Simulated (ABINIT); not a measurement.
# GaAs (F-43m) in ABINIT: a series of runs, part 2 of 2

ABINIT 10.8.3 (patched build). The steps go on from the part before.

### Step 5. Band structure, TB-mBJ

The input, run.abi:

```
# Datasets: ground state, then fixed potential
ndtset 2

# Pseudopotentials
pp_dirpath "./"
pseudos "As.hgh, Ga.hgh"

# Structure
acell 3.9977696088 3.9977696088 3.9977696088 Angstrom
rprim
     0.0000000000     0.7071067812     0.7071067812
     0.7071067812     0.0000000000     0.7071067812
     0.7071067812     0.7071067812     0.0000000000
ntypat 2
znucl 33 31
natom 2
typat 1 2
xcart
     8.0129584431     8.0129584431     8.0129584431
     0.0000000000     0.0000000000     0.0000000000

# Plane-wave basis
ecut 598.650497 eV

# Exchange and correlation
ixc -208012
usekden 1

# Bands and occupations
occopt 3
tsmear 0.05 eV

# SCF cycle
nstep 100
diemix 0.3
optforces 0
optstress 0

# Output
iomode 3
prtwf 0
prteig 0
prtebands 0
enunit 1
prtden1 1
prtkden1 1
prtvha1 1
prtvclmb1 1
prtpot1 1
prtelf1 1

# Dataset 1
kptopt1 1
ngkpt1 8 8 8
nshiftk1 1
shiftk1 0.0 0.0 0.0
nband1 8
tolvrs1 1.0e-9

# Dataset 2: bands along G-X-W-K-G-L-U-W-L-K
iscf2 -2
getden2 1
getkden2 1
nband2 14
nbdbuf2 4
tolwfr2 1.0e-11
kptopt2 -9
ndivsm2 8
prteig2 1
prtvol2 -3
kptbounds2
     0.0000000000     0.0000000000     0.0000000000
     0.5000000000     0.0000000000     0.5000000000
     0.5000000000     0.2500000000     0.7500000000
     0.3750000000     0.3750000000     0.7500000000
     0.0000000000     0.0000000000     0.0000000000
     0.5000000000     0.5000000000     0.5000000000
     0.6250000000     0.2500000000     0.6250000000
     0.5000000000     0.2500000000     0.7500000000
     0.5000000000     0.5000000000     0.5000000000
     0.3750000000     0.3750000000     0.7500000000
```

Potentials or basis: HGH LDA.

Started as:

```bash
$ abinit run.abi > log 2>&1
```

run.abo:

```text
.Version 10.8.3 of ABINIT
 DATASET    1 : space group F-4 3 m (#216); Bravais cF (face-center cubic)
================================================================================
 Values of the parameters that define the memory need for DATASET  1.
     intxc =       0    ionmov =       0      iscf =       7    lmnmax =       6
     lnmax =       6     mgfft =      32  mpssoang =       3    mqgrid =    3001
     natom =       2  nloc_mem =       1    nspden =       1   nspinor =       1
    nsppol =       1      nsym =      24    n1xccc =       0    ntypat =       2
    occopt =       3   xclevel =       2
       mpw =        1514          nfft =       32768          nkpt =          29
================================================================================
================================================================================

 DATASET    2 : space group F-4 3 m (#216); Bravais cF (face-center cubic)
================================================================================
 Values of the parameters that define the memory need for DATASET  2.
     intxc =       0    ionmov =       0      iscf =      -2    lmnmax =       6
     lnmax =       6     mgfft =      32  mpssoang =       3    mqgrid =    3001
     natom =       2  nloc_mem =       1    nspden =       1   nspinor =       1
    nsppol =       1      nsym =      24    n1xccc =       0    ntypat =       2
    occopt =       3   xclevel =       2
       mpw =        1524          nfft =       32768          nkpt =         139
================================================================================
================================================================================

--------------------------------------------------------------------------------
------------- Echo of variables that govern the present computation ------------
--------------------------------------------------------------------------------
 -outvars: echo values of preprocessed input variables --------
            acell      7.5546896751E+00  7.5546896751E+00  7.5546896751E+00 Bohr
              amu      7.49215900E+01  6.97230000E+01
           diemix      3.00000000E-01
             ecut      2.20000000E+01 Hartree
           enunit           1
           getden1          0
           getden2          1
          getkden1          0
          getkden2          1
             iscf1          7
             iscf2         -2
              ixc     -208012
           jdtset        1    2
           kptopt1          1
           kptopt2         -9
         kptrlatt        8    0    0      0    8    0      0    0    8
          kptrlen1     6.04375174E+01
          kptrlen2     3.00000000E+01
            natom           2
            nband1          8
            nband2         14
           nbdbuf1          0
           nbdbuf2          4
           ndtset           2
           ndivsm1          0
           ndivsm2          8
            ngfft          32      32      32
             nkpt1         29
             nkpt2        139
            nstep         100
             nsym          24
           ntypat           2
           occopt           3
        optforces           0
        optstress           0
        prtebands           0
           prteig1          0
[... 1052 lines left out ...]
  2.91E-12  1.79E-12  2.43E-08  5.48E-06  1.02E-05  2.86E-05
 -2.6751E-01 -1.2371E-01 -2.5207E-02  2.8626E-02  2.0317E-01  2.9868E-01
  4.2425E-01  4.2553E-01  4.4257E-01  5.0443E-01  6.5795E-01  7.0978E-01
  7.2503E-01  7.3460E-01

Result for kinetic energy density :

--------------------------------------------------------------------------------
 Total kinetic energy density [Ha/Bohr^3]
)     Maximum=    9.3119E-02  at reduced coord.    0.6250    0.7813    0.7813
)     Minimum=    9.8679E-04  at reduced coord.    0.2500    0.2500    0.2500
   Integrated=    3.2639E+00
--------------------------------------------------------------------------------

--- !ResultsGS
iteration_state: {dtset: 2, }
comment   : Summary of ground state results
lattice_vectors:
- [  0.0000000,   5.3419723,   5.3419723, ]
- [  5.3419723,   0.0000000,   5.3419723, ]
- [  5.3419723,   5.3419723,   0.0000000, ]
lattice_lengths: [   7.55469,    7.55469,    7.55469, ]
lattice_angles: [ 60.000,  60.000,  60.000, ] # degrees, (23, 13, 12)
lattice_volume:   3.0488418E+02
convergence: {deltae:  0.000E+00, res2:  0.000E+00, residm:  9.986E-12, diffor:  0.000E+00, }
etotal    :  -6.61502483E+00
entropy   :   0.00000000E+00
fermie    :   1.33892766E-01
cartesian_stress_tensor: null
pressure_GPa: null
xred      :
- [  7.5000E-01,   7.5000E-01,   7.5000E-01, As]
- [ -5.2390E-10,  -5.2390E-10,  -5.2390E-10, Ga]
cartesian_forces: null
force_length_stats: {min: null, max: null, mean: null, }
...

 Integrated electronic density in atomic spheres:
 ------------------------------------------------
 Atom  Sphere_radius  Integrated_density
    1        2.00000          2.43536783
    2        2.00000          1.00741615
================================================================================

 ----iterations are completed or convergence reached----

 Mean square residual over all n,k,spin=   40.828E-13; max=  99.862E-13
 reduced coordinates (array xred) for    2 atoms
       0.749999999476      0.749999999476      0.749999999476
      -0.000000000524     -0.000000000524     -0.000000000524

 cartesian coordinates (angstrom) at end:
    1      4.24027499712465     4.24027499712465     4.24027499712465
    2     -0.00000000296197    -0.00000000296197    -0.00000000296197
 length scales=  7.554689675109  7.554689675109  7.554689675109 bohr
              =  3.997769608800  3.997769608800  3.997769608800 angstroms
 Eigenvalues (   eV  ) for nkpt= 139  k points:
 kpt#   1, nband= 14, wtk=  1.00000, kpt=  0.0000  0.0000  0.0000 (reduced coord)
  -9.50718    2.84895    2.84895    2.84895    4.37848    7.15849    7.15849    7.15849
  11.47815   13.24885   13.24885   15.32410   15.32410   15.32410
 kpt#   2, nband= 14, wtk=  1.00000, kpt=  0.0217  0.0000  0.0217 (reduced coord)
  -9.50050    2.74728    2.82732    2.82732    4.47966    7.13376    7.19007    7.19007
  11.52034   13.14029   13.25688   15.33985   15.33985   15.40581
 kpt#   3, nband= 14, wtk=  1.00000, kpt=  0.0435  0.0000  0.0435 (reduced coord)
  -9.48052    2.49745    2.76447    2.76447    4.72713    7.06290    7.28270    7.28270
  11.64324   12.86468   13.28094   15.38712   15.38712   15.60342
 kpt#   4, nband= 14, wtk=  1.00000, kpt=  0.0652  0.0000  0.0652 (reduced coord)
  -9.44726    2.17674    2.66592    2.66592    5.04091    6.95487    7.43081    7.43081
  11.83527   12.50810   13.32105   15.46595   15.46595   15.84230
 kpt#   5, nband= 14, wtk=  1.00000, kpt=  0.0870  0.0000  0.0870 (reduced coord)
  -9.40092    1.82528    2.53907    2.53907    5.37487    6.82222    7.62684    7.62684
  12.00909   12.20399   13.37717   15.57641   15.57641   16.08239
 kpt#   6, nband= 14, wtk=  1.00000, kpt=  0.1087  0.0000  0.1087 (reduced coord)
  -9.34162    1.46063    2.39162    2.39162    5.69928    6.68163    7.86287    7.86287
[... 386 lines left out ...]
  -7.47765   -3.23212   -0.51823    1.07549    5.82364    9.01171   10.27208   10.31346
  12.45611   13.64947   16.67460   17.97298   19.10563   21.12511
 kpt# 136, nband= 14, wtk=  1.00000, kpt=  0.4018  0.4018  0.6964 (reduced coord)
  -7.41185   -3.25609   -0.63829    0.98796    5.74194    8.98637   10.40087   10.67705
  12.28583   13.57045   17.25318   18.18009   19.39292   20.73254
 kpt# 137, nband= 14, wtk=  1.00000, kpt=  0.3929  0.3929  0.7143 (reduced coord)
  -7.35365   -3.29191   -0.70414    0.90839    5.66193    8.75311   10.76595   11.02603
  12.12939   13.54188   17.73581   18.44572   19.63868   20.40961
 kpt# 138, nband= 14, wtk=  1.00000, kpt=  0.3839  0.3839  0.7321 (reduced coord)
  -7.30778   -3.33216   -0.71812    0.83833    5.58962    8.44773   11.20936   11.33620
  12.00614   13.58528   17.93985   18.90247   19.79723   20.10479
 kpt# 139, nband= 14, wtk=  1.00000, kpt=  0.3750  0.3750  0.7500 (reduced coord)
  -7.27925   -3.36625   -0.68592    0.77895    5.52846    8.12752   11.54430   11.57913
  12.04294   13.72614   17.90369   19.31414   19.72906   19.98951

== END DATASET(S) ==============================================================
================================================================================

 -outvars: echo values of variables after computation  --------
            acell      7.5546896751E+00  7.5546896751E+00  7.5546896751E+00 Bohr
           etotal1    -6.6150248315E+00
            fcart1     9.9999999999E+99  9.9999999999E+99  9.9999999999E+99
                       9.9999999999E+99  9.9999999999E+99  9.9999999999E+99
            rprim      0.0000000000E+00  7.0710678120E-01  7.0710678120E-01
                       7.0710678120E-01  0.0000000000E+00  7.0710678120E-01
                       7.0710678120E-01  7.0710678120E-01  0.0000000000E+00
           strten1     9.9999999999E+99  9.9999999999E+99  9.9999999999E+99
                       9.9999999999E+99  9.9999999999E+99  9.9999999999E+99
           xangst      4.2402749971E+00  4.2402749971E+00  4.2402749971E+00
                      -2.9619748803E-09 -2.9619748803E-09 -2.9619748803E-09
             xred      7.4999999948E-01  7.4999999948E-01  7.4999999948E-01
                      -5.2390025651E-10 -5.2390025651E-10 -5.2390025651E-10
 Calculation completed.
```

Wall time 1.9 min (1 thread of Arm Neoverse V2, shared host); peak memory 0.12 GiB.

Results:

| Item | Value |
| --- | --- |
| Band gap on the k mesh | 1.53 eV, direct |
| Band gap along the path | 1.53 eV, direct |
| Valence electrons inside the program's atomic spheres | As 2.44; Ga 1.01 |

Levels at the corners of the path, in eV from the valence-band top:
```csv
point,band 1,band 2,band 3,band 4,band 5,band 6,band 7,band 8
Γ,-12.36,0.00,0.00,0.00,1.53,4.31,4.31,4.31
X,-10.09,-6.41,-2.46,-2.46,2.20,2.35,10.96,10.96
W,-10.04,-6.21,-3.25,-3.03,5.28,5.30,6.17,6.57
K,-10.13,-6.22,-3.53,-2.07,2.68,5.28,8.70,8.73
Γ,-12.36,0.00,0.00,0.00,1.53,4.31,4.31,4.31
L,-10.78,-6.22,-1.04,-1.04,1.82,5.22,5.22,8.73
U,-10.13,-6.22,-3.53,-2.07,2.68,5.28,8.70,8.73
W,-10.04,-6.21,-3.25,-3.03,5.28,5.30,6.17,6.57
L,-10.78,-6.22,-1.04,-1.04,1.82,5.22,5.22,8.73
K,-10.13,-6.22,-3.53,-2.07,2.68,5.28,8.70,8.73
```

Caveat: the constant c of TB-mBJ comes from the pseudo density here, which moves gaps by up to 0.3 eV between sets of potentials; the potentials were made for another functional, which shifts forces and pressure; HGH potentials are hard and often keep d shells in the core, so these values are rough.

### Step 6. Overview

| level | gap on the mesh (eV) | pressure (GPa) |
| --- | --- | --- |
| revPBE | 0.60 | 4.8 |
| PW91 | 0.45 | 3.1 |
| WC | 0.39 | 0.3 |

Alike in all rows: task band structure; potentials or basis JTH PAW PBE v2.0; no spin polarisation; cell as given; k mesh 8 × 8 × 8; cutoff (eV) 544; smearing fermi-dirac 0.05 eV.

On the cell as given the gap runs from 0.39 eV (WC) to 0.60 eV (revPBE). The pressure there spans 0.3 GPa (WC) to 4.8 GPa (revPBE); a positive pressure means that this level wants a larger cell, a negative one a smaller.

Caveats: the PAW data sets were made with another functional, which shifts forces and pressure a little.

Absolute energies hang on the potentials; compare differences alone.

### Step 7. Comparison with measurements

Step 2. A measured gap of GaAs is 1.418 eV (direct; 300 K; “Evidence of valence band perturbations in GaAsN/GaAs(001): A combined variable-angle spectroscopic ellipsometry and modulated photoreflectance investigation”, 2008, arxiv:0805.2212); the calculated 0.60 eV misses it by -0.82 eV. 3 values of this kind are on record (1.412 to 1.51 eV); this one was drawn at random among those near their median, those with a stated uncertainty first. Spin-orbit coupling on As, Ga is left out. The value is that of revPBE, without temperature or zero-point motion. Semilocal functionals fall short of measured gaps as a rule.

Step 3. Measured gap of GaAs: 1.412 eV (direct; 300 K; “Evidence of valence band perturbations in GaAsN/GaAs(001): A combined variable-angle spectroscopic ellipsometry and modulated photoreflectance investigation”, 2008, arxiv:0805.2212). This calculation gives 0.45 eV (-0.96 eV). 3 values of this kind are on record (1.412 to 1.51 eV); this one was drawn at random among those near their median, those with a stated uncertainty first. Spin-orbit coupling on As, Ga is left out. The value is that of PW91, without temperature or zero-point motion. Semilocal functionals fall short of measured gaps as a rule.

Step 4. Measured gap of GaAs: 1.418 eV (direct; 300 K; “Evidence of valence band perturbations in GaAsN/GaAs(001): A combined variable-angle spectroscopic ellipsometry and modulated photoreflectance investigation”, 2008, arxiv:0805.2212). This calculation gives 0.39 eV (-1.03 eV). So large a miss can be the level of theory's own, or it may mean another phase, state or a wrong row. 3 values of this kind are on record (1.412 to 1.51 eV); this one was drawn at random among those near their median, those with a stated uncertainty first. Spin-orbit coupling on As, Ga is left out. The value is that of WC, without temperature or zero-point motion. Semilocal functionals fall short of measured gaps as a rule.
